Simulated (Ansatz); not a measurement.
Here is an Ansatz 0.2.0 calculation.

The input input.yaml:

```yaml
crystal:
  lattice:
    - [2.0, 1.1547005384, 8.44]
    - [-2.0, 1.1547005384, 8.44]
    - [0.0, -2.3094010768, 8.44]
  atoms:
    - { symbol: In, position: [0.8886, 0.8886, 0.8886] }
    - { symbol: In, position: [0.0, 0.0, 0.0] }
    - { symbol: Se, position: [0.1719, 0.1719, 0.1719] }
    - { symbol: Se, position: [0.3835, 0.3835, 0.3835] }
kpoints:
  mp_grid: { grid: [6, 6, 6] }
scf:
  occupations: { method: fermi_dirac, width: 0.04 }
hamiltonian:
  xc: pbe
  pseudopotentials: { kind: all_electron, lapw: { basis_error: 0.002 } }
output:
  forces: true
  stress: true
  eigenvalues: true
```

Potentials or basis: all-electron LAPW, scalar-relativistic.

Launch:

```bash
$ ansatz run input.yaml --threads 2 --pin off --max-ram 6144MiB --backend cpu --events-out ev --progress --plain --runs-dir out
```

Task: Predict the pressure.

Result: 2.8 GPa.

Task: Estimate the largest force.

Result: 0.363 eV/Å.

Stress tensor (GPa, compression positive):
```
3.19 0.00 0.00
0.00 3.19 0.00
0.00 0.00 1.95
```

Caveat: spin-orbit coupling is left out, which moves the levels of the heavy elements.

**What was measured.**

“The Interaction of Hydrogen with the van der Waals Crystal γ-InSe”, 2020, pmc:7321205 reports, for a bulk crystal of InSe at 300 K: band gap 1.25 eV.

A measured gap of InSe is 1.25 eV (300 K; “The Interaction of Hydrogen with the van der Waals Crystal γ-InSe”, 2020, pmc:7321205); the calculated 0.45 eV misses it by -0.80 eV. Spin-orbit coupling on In, Se is left out. The value is that of PBE on a finite k mesh, which can miss the band edges, without temperature or zero-point motion. Semilocal functionals fall short of measured gaps as a rule.
